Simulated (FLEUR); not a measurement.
# Pt (Fm-3m) in FLEUR: notebook

The runs below take Pt through equation of state, with PBE.

Program: FLEUR MaX-R8.1 (later development tree). These are calculated values, not measurements. Logs are shortened: lines on timing, memory, paths and dates and some standing lists are left out, and cuts for length are marked.

### Step 1. The structure

It takes space group Fm-3m (No. 225, cubic). The conventional cell has a = 3.922 Å, b = 3.922 Å, c = 3.922 Å, α = 90.00°, β = 90.00°, γ = 90.00°. Around Pt (site symmetry m-3m) lie 12 Pt at 2.77 Å.

### Step 2. Equation of state, PBE, 14.18 Å³/atom (volume scaled by 0.94)

File inp.xml:

```xml
<?xml version="1.0" encoding="UTF-8" standalone="no"?>
<fleurInput fleurInputVersion="0.39">
   <comment>
      Pt                                                                                                  
   </comment>
   <calculationSetup>
      <cutoffs Kmax="3.8" Gmax="11.8" GmaxXC="11.8" numbands="0"/>
      <scfLoop itmax="60" minDistance="0.00001" maxIterBroyd="15" imix="Anderson" alpha="0.05" precondParam="0.0" spinf="2.0" sdNocoIR="T"/>
      <coreElectrons ctail="T" frcor="F" kcrel="0" coretail_lmax="0"/>
      <xcFunctional name="pbe" relativisticCorrections="F"/>
      <magnetism jspins="1"/>
      <soc l_soc="F" theta="0.0" phi="0.0" spav="F"/>
      <expertModes spex="0" secvar="F"/>
      <geometryOptimization l_f="F" forcealpha="1.0" forcemix="BFGS" epsdisp="0.0005" epsforce="0.0002"/>
      <ldaU l_linMix="F" mixParam="0.05" spinf="1.0"/>
   </calculationSetup>
   <cell>
      <bzIntegration valenceElectrons="18.0" mode="hist" fermiSmearingEnergy="0.00183747">
         <kPointListSelection listName="default-1"/>
         <!-- k-points included here -->
         <xi:include xmlns:xi="http://www.w3.org/2001/XInclude" href="kpts.xml"> </xi:include>
      </bzIntegration>
      <!-- symmetry operations included here -->
      <xi:include xmlns:xi="http://www.w3.org/2001/XInclude" href="sym.xml"> </xi:include>
      <bulkLattice scale="0.9795861087">
         <bravaisMatrix>
            <row-1>    0.0000000000000000     3.7055639577281401     3.7055639577281401</row-1>
            <row-2>    3.7055639577281401     0.0000000000000000     3.7055639577281401</row-2>
            <row-3>    3.7055639577281401     3.7055639577281401     0.0000000000000000</row-3>
         </bravaisMatrix>
      </bulkLattice>
   </cell>
   <atomSpecies>
      <species name="Platinum (Pt)" element="Pt" atomicNumber="78">
         <mtSphere radius="2.38" gridPoints="803" logIncrement="0.017"/>
         <atomicCutoffs lmax="10" lnonsphr="8"/>
         <electronConfig flipSpins="F">
            <coreConfig>(1s1/2) (2s1/2) (2p1/2) (2p3/2) (3s1/2) (3p1/2) (3p3/2) (4s1/2) (3d3/2) (3d5/2) (4p1/2) (4p3/2) (4d3/2) (4d5/2) (4f5/2) (4f7/2)</coreConfig>
            <valenceConfig>(5s1/2) (5p1/2) (5p3/2) (6s1/2) (5d3/2) (5d5/2)</valenceConfig>
            <stateOccupation state="(6s1/2)" spinUp="0.500000" spinDown="0.500000"/>
            <stateOccupation state="(5d3/2)" spinUp="1.800000" spinDown="1.800000"/>
            <stateOccupation state="(5d5/2)" spinUp="2.700000" spinDown="2.700000"/>
         </electronConfig>
         <energyParameters s="6" p="6" d="5" f="5"/>
         <lo type="SCLO" l="0" n="5" eDeriv="0"/>
         <lo type="SCLO" l="1" n="5" eDeriv="0"/>
         <lo type="SCLO" l="1" n="5" eDeriv="1"/>
         <lo type="SCLO" l="2" n="5" eDeriv="2"/>
         <lo type="SCLO" l="3" n="5" eDeriv="2"/>
      </species>
   </atomSpecies>
   <atomGroups>
      <atomGroup species="Platinum (Pt)">
         <relPos label="                   1">.0000000000 .0000000000 .0000000000</relPos>
         <force calculate="T" relaxXYZ="TTT"/>
      </atomGroup>
   </atomGroups>
   <output dos="F" band="F" slice="F">
      <checks vchk="F" cdinf="F"/>
      <bandDOS minEnergy="-.5*Htr" maxEnergy="0.5*Htr" sigma="0.015" storeEVData="T"/>
      <vacuumDOS vacdos="F" integ="F" star="F" nstars="0" locx1="0.0" locy1="0.0" locx2="0.0" locy2="0.0" nstm="0" tworkf="0.0"/>
      <unfoldingBand unfoldBand="F" supercellX="1" supercellY="1" supercellZ="1"/>
      <plotting iplot="0" polar="F">
         <plot TwoD="T" vec1="  1.0  0.0  0.0" vec2="  0.0  1.0  0.0" vec3="  0.0  0.0  1.0" zero="  0.0  0.0  0.0" file="plot"/>
      </plotting>
      <chargeDensitySlicing numkpt="0" minEigenval="0.0" maxEigenval="0.0" nnne="0" pallst="F"/>
      <specialOutput eonly="F"/>
      <moessbauerParams electricFieldGradient="T" isomerShift="T" coreHyperfine="T" valenceHyperfine="T"/>
      <magneticCircularDichroism mcd="F" energyLo="-10.0" energyUp="0.0"/>
   </output>
  <!-- We include the file relax.xml here to enable relaxations (see documentation) -->
  <xi:include xmlns:xi="http://www.w3.org/2001/XInclude" href="relax.xml"> <xi:fallback/> </xi:include>
</fleurInput>
```

Potentials or basis: all-electron, FLAPW.

Launch:

```bash
$ inpgen -f crystal.txt -profile fastHighL
$ # inp.xml edited to the form shown
$ fleur_MPI
```

The program printed:

```text
Welcome to FLEUR        (www.flapw.de)
      MaX-Release 8.1          (www.max-centre.eu)

 ========== k-point set info ==========
 Selected k-point list: default-1
 k-point list type: mesh
 12 x 12 x 12
 Number of k points: 72

 ------------Calculation Setup---------------------------
 Number of MPI-tasks      :            1
 Number of PE/node        :            1
 Number of OMP-threads    :            1
 Most efficient MPI parallelization for:
           1           2           3           4           6           8           9          12          18          24          36          72
 Additional eigenvalue parallelization possible
 Number of basis functions:          135
 Approximate size of matrices (H+S) per k-point:         0.000 GB
 --------------------------------------------------------
 Iteration:     1   Distance:      17.75556742 me/bohr^3
 Iteration:     2   Distance:      16.05718778 me/bohr^3
 Iteration:     3   Distance:       6.95942888 me/bohr^3
 Iteration:     4   Distance:       3.17416210 me/bohr^3
 Iteration:     5   Distance:       3.23395343 me/bohr^3
 Iteration:     6   Distance:       0.17724034 me/bohr^3
 Iteration:     7   Distance:       0.18136627 me/bohr^3
 Iteration:     8   Distance:       0.02461764 me/bohr^3
 Iteration:     9   Distance:       0.01797560 me/bohr^3
 Iteration:    10   Distance:       0.00176274 me/bohr^3
 Iteration:    11   Distance:       0.00102419 me/bohr^3
 Iteration:    12   Distance:       0.00021513 me/bohr^3
 Iteration:    13   Distance:       0.00001775 me/bohr^3
 Iteration:    14   Distance:       0.00000669 me/bohr^3

 ********************************************************************
 Run finished successfully
 Stop message:
   all done
 ********************************************************************
```

out.xml (last iteration):

```text
<iteration numberForCurrentRun="   14" overallNumber="   14">
         <energyParameters units="Htr">
            <atomicEP atomType="1" spin="1" branch="6s" branchLowest="-3.02" branchHighest="2.04" value="0.3573836561"/>
            <atomicEP atomType="1" spin="1" branch="6p" branchLowest="-1.31" branchHighest="3.06" value="0.5144715632"/>
            <atomicEP atomType="1" spin="1" branch="5d" branchLowest="-10.55" branchHighest="0.78" value="0.4590605208"/>
            <atomicEP atomType="1" spin="1" branch="5f" branchLowest="-1.87" branchHighest="2.93" value="0.8011676303"/>
            <loAtomicEP atomType="1" spin="1" branch="5s" branchLowest="-24.80" branchHighest="-3.02" value="-3.0328912387"/>
            <loAtomicEP atomType="1" spin="1" branch="5p" branchLowest="-18.35" branchHighest="-1.31" value="-1.3897406582"/>
            <loAtomicEP atomType="1" spin="1" branch="5p" branchLowest="-18.35" branchHighest="-1.31" value="-1.3897406582"/>
            <loAtomicEP atomType="1" spin="1" branch="5d" branchLowest="-10.55" branchHighest="0.78" value="0.4458033541"/>
            <loAtomicEP atomType="1" spin="1" branch="5f" branchLowest="-1.87" branchHighest="2.93" value="0.8011601428"/>
         </energyParameters>
         <eigenvalues>
            <eigenvaluesAt spin="1" ikpt="1" k_x="0.00000000" k_y="0.00000000" k_z="0.00000000">
                      -3.0345282907       -1.3397611287       -1.3397611287       -1.3397611287        0.1925456525
                       0.4409818572        0.4409818572        0.4409818572        0.5291696484        0.5291696484
                       1.1243629512        1.3191815488        1.3191815488        1.3191815488        1.5239623395
            </eigenvaluesAt>
            <eigenvaluesAt spin="1" ikpt="2" k_x="0.00000000" k_y="0.00000000" k_z="0.08333333">
                      -3.0344180555       -1.3412838450       -1.3399755618       -1.3399755618        0.2034573877
                       0.4359800404        0.4453361498        0.4453361498        0.5266327653        0.5266327653
                       1.1417864486        1.2705191182        1.3364092541        1.3364092541        1.5785315858
            </eigenvaluesAt>
            <eigenvaluesAt spin="1" ikpt="3" k_x="0.00000000" k_y="0.00000000" k_z="0.16666667">
                      -3.0341163862       -1.3453989266       -1.3405581061       -1.3405581061        0.2334900500
                       0.4260886691        0.4542230605        0.4542230605        0.5245021910        0.5245021910
                       1.1809243887        1.1876807154        1.3848457459        1.3848457459        1.5416240336
            </eigenvaluesAt>
            <eigenvaluesAt spin="1" ikpt="4" k_x="0.00000000" k_y="0.00000000" k_z="0.25000000">
                      -3.0337037037       -1.3509519907       -1.3413590750       -1.3413590750        0.2715454214
                       0.4267416312        0.4559341301        0.4559341301        0.5358370014        0.5358370014
                       1.0950469827        1.2004734097        1.4493658305        1.4493658305        1.4771546354
            </eigenvaluesAt>
         </eigenvalues>
         <bandgap value="0.0059048403" units="eV"/>
         <sumValenceSingleParticleEnergies value="-9.6826661704" units="Htr"/>
         <FermiEnergy value="0.5963160953" units="Htr"/>
         <valenceDensity>
            <mtCharges spin="1">
               <mtCharge atomType="1" total="16.1843656" s="2.4333542" p="6.3205290" d="7.3574065" f="0.0582221"/>
            </mtCharges>
            <spinDependentCharge spin="1" total="18.0000000" interstitial="1.8156344" mtSpheres="16.1843656"/>
            <totalCharge value="18.0000000000"/>
         </valenceDensity>
         <coreStates atomType="     1" atomicNumber=" 78" spin="1" kinEnergy="  20901.3150136133" eigValSum=" -11304.6889545579" lostElectrons=" 0.000634">
            <state n="1" l="0" j="0.5" energy="-2877.3396498569" weight="1.0000000000"/>
            <state n="2" l="0" j="0.5" energy="-504.5014713869" weight="1.0000000000"/>
            <state n="2" l="1" j="0.5" energy="-483.4320610175" weight="1.0000000000"/>
            <state n="2" l="1" j="1.5" energy="-419.8825870978" weight="2.0000000000"/>
            <state n="3" l="0" j="0.5" energy="-117.9615440726" weight="1.0000000000"/>
            <state n="3" l="1" j="0.5" energy="-108.5211158897" weight="1.0000000000"/>
[... 8 lines left out ...]
            <state n="4" l="3" j="2.5" energy="-1.9450239388" weight="3.0000000000"/>
            <state n="4" l="3" j="3.5" energy="-1.8180237836" weight="4.0000000000"/>
         </coreStates>
         <allElectronCharges>
            <spinDependentCharge spin="1" total="78.0000000" interstitial="1.8162506" mtSpheres="76.1837494"/>
            <totalCharge value="77.9999999942"/>
         </allElectronCharges>
         <moessbauerParams unitsHFF="kG" unitsIS="e/bohr^3" unitsEFG="Htr/bohr^2">
            <coreIsomerShift atomType="1" isTotal="2125454.70984">
               <shell n="1" l="0" isomerShift="1764332.80314"/>
               <shell n="2" l="0" isomerShift="262097.42355"/>
               <shell n="2" l="1" isomerShift="18274.23831"/>
               <shell n="3" l="0" isomerShift="59797.53099"/>
               <shell n="3" l="1" isomerShift="4670.79187"/>
               <shell n="4" l="0" isomerShift="15120.85341"/>
               <shell n="3" l="2" isomerShift="0.00190"/>
               <shell n="4" l="1" isomerShift="1161.06618"/>
               <shell n="4" l="2" isomerShift="0.00050"/>
               <shell n="4" l="3" isomerShift="0.00000"/>
            </coreIsomerShift>
            <isomerShift atomType="1" nucleusRadius="0.0001370" averageDensity="2128525.73538"/>
            <electricFieldGradient atomType="1" VXX="0.00000" VYY="0.00000" VZZ="0.00000" asymParam="0.00000">
            </electricFieldGradient>
         </moessbauerParams>
         <totalEnergy                                    value="   -18446.7247536623" units="Htr">
            <sumOfEigenvalues                            value="   -11314.3716207283">
               <coreElectrons value="-11304.6889545579"/>
               <valenceElectrons value="-9.6826661704"/>
            </sumOfEigenvalues>
            <densityCoulombPotentialIntegral value="-31958.0136581788"/>
            <densityEffectivePotentialIntegral value="-32425.7299362795"/>
            <chargeDenXCDenIntegral value="-357.3920111866"/>
            <FockExchangeEnergyValence value="0.0000000000"/>
            <FockExchangeEnergyCore value="0.0000000000"/>
            <atomTypeDependentContributions atomType="1">
               <electronNucleiInteractionDifferentMTs value="23171.6825746420"/>
               <MadelungTerm value="-50.0016542955"/>
            </atomTypeDependentContributions>
            <tkbTimesEntropy value="0.0005425029"/>
            <freeEnergy value="-18446.7252961652"/>
            <extrapolationTo0K value="-18446.7250249137"/>
         </totalEnergy>
         <densityConvergence units="me/bohr^3">
            <chargeDensity spin="1" distance="0.0000066867"/>
         </densityConvergence>
      </iteration>
```

Wall time 9.1 s (1 thread of Intel Xeon Platinum 8488C (Sapphire Rapids), shared host); peak memory 0.07 GiB.

What came out:

```
Free energy                                           : -501960.9670 eV
Band gap on the k mesh                                : none (metal or under the smearing width)
Valence electrons inside the program's atomic spheres : Pt 16.18 (radii Pt 2.38 bohr)
```

Caveat: the plane-wave cutoff is short for the semicore states, which can make moduli rough.

### Step 3. Equation of state, PBE, 14.48 Å³/atom (volume scaled by 0.96)

inp.xml, as its differences from that of step 2:

```diff
@@ -24,3 +24,3 @@
       <xi:include xmlns:xi="http://www.w3.org/2001/XInclude" href="sym.xml"> </xi:include>
-      <bulkLattice scale="0.9795861087">
+      <bulkLattice scale="0.9864848297">
          <bravaisMatrix>
```

Potentials or basis: all-electron, FLAPW.

Launch:

```bash
$ inpgen -f crystal.txt -profile fastHighL
$ # inp.xml edited to the form shown
$ fleur_MPI
```

Run time: 9.2 s. Hardware: 1 thread of Intel Xeon Platinum 8488C (Sapphire Rapids), shared host; peak memory 0.07 GiB.

The run converged. Its results:

```
Free energy                                           : -501961.0187 eV
Band gap on the k mesh                                : none (metal or under the smearing width)
Valence electrons inside the program's atomic spheres : Pt 16.15 (radii Pt 2.38 bohr)
```

Caveat: the plane-wave cutoff is short for the semicore states, which can make moduli rough.

### Step 4. Equation of state, PBE, 14.78 Å³/atom (volume scaled by 0.98)

inp.xml, as its differences from that of step 3:

```diff
@@ -24,3 +24,3 @@
       <xi:include xmlns:xi="http://www.w3.org/2001/XInclude" href="sym.xml"> </xi:include>
-      <bulkLattice scale="0.9864848297">
+      <bulkLattice scale="0.9932883884">
          <bravaisMatrix>
```

Launch:

```bash
$ inpgen -f crystal.txt -profile fastHighL
$ # inp.xml edited to the form shown
$ fleur_MPI
```

Run time: 8.6 s. Hardware: 1 thread of Intel Xeon Platinum 8488C (Sapphire Rapids), shared host; peak memory 0.07 GiB.

Results (log left out):

```yaml
Free_energy: -501961.0566 eV
Band_gap_on_the_k_mesh: none (metal or under the smearing width)
Valence_electrons_inside_the_program's_atomic_spheres: Pt 16.11 (radii Pt 2.38 bohr)
```

Caveat: the plane-wave cutoff is short for the semicore states, which can make moduli rough.

### Step 5. Equation of state, PBE, 15.08 Å³/atom

inp.xml, as its differences from that of step 4:

```diff
@@ -24,3 +24,3 @@
       <xi:include xmlns:xi="http://www.w3.org/2001/XInclude" href="sym.xml"> </xi:include>
-      <bulkLattice scale="0.9932883884">
+      <bulkLattice scale="1.0000000000">
          <bravaisMatrix>
```

Launch:

```bash
$ inpgen -f crystal.txt -profile fastHighL
$ # inp.xml edited to the form shown
$ fleur_MPI
```

Run time: 9.3 s. Hardware: 1 thread of Intel Xeon Platinum 8488C (Sapphire Rapids), shared host; peak memory 0.07 GiB.

The run converged. Its results:

| Quantity | Value |
| --- | --- |
| Free energy | -501961.0813 eV |
| Band gap on the k mesh | none (metal or under the smearing width) |
| Valence electrons inside the program's atomic spheres | Pt 16.08 (radii Pt 2.38 bohr) |

Caveat: the plane-wave cutoff is short for the semicore states, which can make moduli rough.

### Step 6. Equation of state, PBE, 15.38 Å³/atom (volume scaled by 1.02)

inp.xml, as its differences from that of step 5:

```diff
@@ -24,3 +24,3 @@
       <xi:include xmlns:xi="http://www.w3.org/2001/XInclude" href="sym.xml"> </xi:include>
-      <bulkLattice scale="1.0000000000">
+      <bulkLattice scale="1.0066227096">
          <bravaisMatrix>
```

Potentials or basis: all-electron, FLAPW.

Launch:

```bash
$ inpgen -f crystal.txt -profile fastHighL
$ # inp.xml edited to the form shown
$ fleur_MPI
```

It took 8.8 s on 1 thread of Intel Xeon Platinum 8488C (Sapphire Rapids), shared host; peak memory 0.07 GiB.

The run converged. Its results:

- Free energy: -501961.0949 eV
- Band gap on the k mesh: none (metal or under the smearing width)
- Valence electrons inside the program's atomic spheres: Pt 16.05 (radii Pt 2.38 bohr)

Caveat: the plane-wave cutoff is short for the semicore states, which can make moduli rough.

### Step 7. Equation of state, PBE, 15.68 Å³/atom (volume scaled by 1.04)

inp.xml, as its differences from that of step 6:

```diff
@@ -24,3 +24,3 @@
       <xi:include xmlns:xi="http://www.w3.org/2001/XInclude" href="sym.xml"> </xi:include>
-      <bulkLattice scale="1.0066227096">
+      <bulkLattice scale="1.0131594038">
          <bravaisMatrix>
```

Launch:

```bash
$ inpgen -f crystal.txt -profile fastHighL
$ # inp.xml edited to the form shown
$ fleur_MPI
```

Wall time 8.8 s (1 thread of Intel Xeon Platinum 8488C (Sapphire Rapids), shared host); peak memory 0.07 GiB.

It converged, with:

```yaml
Free_energy: -501961.0984 eV
Band_gap_on_the_k_mesh: none (metal or under the smearing width)
Valence_electrons_inside_the_program's_atomic_spheres: Pt 16.02 (radii Pt 2.38 bohr)
```

Caveat: the plane-wave cutoff is short for the semicore states, which can make moduli rough.

### Step 8. Equation of state, PBE, 15.98 Å³/atom (volume scaled by 1.06)

inp.xml, as its differences from that of step 7:

```diff
@@ -24,3 +24,3 @@
       <xi:include xmlns:xi="http://www.w3.org/2001/XInclude" href="sym.xml"> </xi:include>
-      <bulkLattice scale="1.0131594038">
+      <bulkLattice scale="1.0196128224">
          <bravaisMatrix>
```

Launch:

```bash
$ inpgen -f crystal.txt -profile fastHighL
$ # inp.xml edited to the form shown
$ fleur_MPI
```

Run time: 9.5 s. Hardware: 1 thread of Intel Xeon Platinum 8488C (Sapphire Rapids), shared host; peak memory 0.07 GiB.

Results (log left out):

* Free energy: -501961.0926 eV
* Band gap on the k mesh: none (metal or under the smearing width)
* Valence electrons inside the program's atomic spheres: Pt 16.00 (radii Pt 2.38 bohr)

Caveat: the plane-wave cutoff is short for the semicore states, which can make moduli rough.

### Step 9. Equation of state, PBE

Potentials or basis: all-electron, FLAPW.

No new run: the results of the series are fitted here.

Results:

```yaml
Equilibrium_volume: 15.64 Å³/atom
Bulk_modulus: 254 GPa
```

Energy against volume, from the lowest point:
| volume (Å³/atom) | energy (meV/atom) |
| --- | --- |
| 14.175 | 131.41 |
| 14.477 | 79.69 |
| 14.778 | 41.78 |
| 15.080 | 17.08 |
| 15.381 | 3.54 |
| 15.683 | 0.00 |
| 15.985 | 5.79 |

Caveat: the plane-wave cutoff is short for the semicore states, which can make moduli rough.
